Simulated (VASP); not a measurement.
## A VASP 6.6.1 single-point calculation on LiH

INCAR

```
EDIFF = 1E-7
AMIX = 0.4
NBANDS = 9
IBRION = -1
LASPH = .TRUE.
ENCUT = 520
GGA = PE
ISIF = 2
PREC = Accurate
NSW = 0
LCHARG = .FALSE.
LWAVE = .FALSE.
LREAL = .FALSE.
SIGMA = 0.02
IMIX = 1
ISMEAR = -1
MAGMOM = 1 -1
ISPIN = 2
NELM = 120
```

KPOINTS

```
KPOINTS created by Atomic Simulation Environment
0
Gamma
8 8 8
0 0 0
```

POSCAR

```
Li H
 1.0000000000000000
    -0.0028000000000000    2.0501000000000000    2.0228000000000002
     2.1105000000000000   -0.0406000000000000    2.0606000000000000
     2.1770999999999998    2.1545000000000001   -0.1071000000000000
 Li  H
   1   1
Cartesian
  0.0473446400000000  0.0435738700000000  0.0285381600000000
  1.0677846300000000  1.1054344400000002  0.9310598200000001
```

The recommended PBE PAW datasets give the neutral cell 4 valence electrons.

Command

```
mpirun -np 1 vasp_std
```

OSZICAR

```
N       E                     dE             d eps       ncg     rms          rms(c)
DAV:   1     0.134003673775E+01    0.13400E+01   -0.14158E+03  9416   0.400E+02
DAV:   2    -0.373482724484E+01   -0.50749E+01   -0.50366E+01 13345   0.560E+01
DAV:   3    -0.382707940940E+01   -0.92252E-01   -0.92209E-01 11185   0.634E+00
DAV:   4    -0.382799538736E+01   -0.91598E-03   -0.91587E-03 12684   0.511E-01
DAV:   5    -0.382800121575E+01   -0.58284E-05   -0.58284E-05 11134   0.302E-02    0.941E+00
DAV:   6    -0.587834612632E+01   -0.20503E+01   -0.48279E+00 10180   0.730E+00    0.469E+00
DAV:   7    -0.598038809176E+01   -0.10204E+00   -0.60691E-01 10624   0.362E+00    0.222E+00
DAV:   8    -0.598882089942E+01   -0.84328E-02   -0.10212E-01 10050   0.200E+00    0.107E+00
DAV:   9    -0.599332898595E+01   -0.45081E-02   -0.29188E-02 10142   0.114E+00    0.528E-01
DAV:  10    -0.599550629330E+01   -0.21773E-02   -0.75621E-03 10061   0.603E-01    0.271E-01
...
DAV:  16    -0.599743283889E+01   -0.25556E-04   -0.87376E-06 11551   0.162E-02    0.148E-02
DAV:  17    -0.599744504107E+01   -0.12202E-04   -0.38598E-06 11554   0.101E-02    0.984E-03
DAV:  18    -0.599745084932E+01   -0.58083E-05   -0.17592E-06 11392   0.652E-03    0.658E-03
DAV:  19    -0.599745360554E+01   -0.27562E-05   -0.81660E-07 11464   0.427E-03    0.441E-03
DAV:  20    -0.599745490911E+01   -0.13036E-05   -0.38244E-07 11382   0.283E-03    0.296E-03
DAV:  21    -0.599745552330E+01   -0.61418E-06   -0.18028E-07 11393   0.190E-03    0.199E-03
DAV:  22    -0.599745581130E+01   -0.28800E-06   -0.85232E-08 10850   0.128E-03    0.134E-03
DAV:  23    -0.599745594547E+01   -0.13417E-06   -0.40396E-08  9494   0.874E-04    0.905E-04
DAV:  24    -0.599745600742E+01   -0.61950E-07   -0.18995E-08  5026   0.597E-04
   1 F= -.59974560E+01 E0= -.59974560E+01  d E =-.273420E-15  mag=    -0.0000
```

Standard output (part)

```
POSCAR found type information on POSCAR LiH
 POSCAR found :  2 types and       2 ions
 LDA part: xc-table for (Slater+PW92), standard interpolation
 POSCAR, INCAR and KPOINTS ok, starting setup
 WAVECAR not read
 entering main loop
```

It converged. Results: pressure 1.2 GPa; largest force 0.32 eV/Å; magnetic moment of the cell 0.00 μB.

For comparison, a separate PBE run of the intended cell, on usual settings and not on those above, gives a gap of 3.87 eV on its mesh and a pressure of 1.2 GPa.

The run above took about 41 s on one core of a shared host (Intel Xeon 6975P-C) and held 0.19 GiB at most.
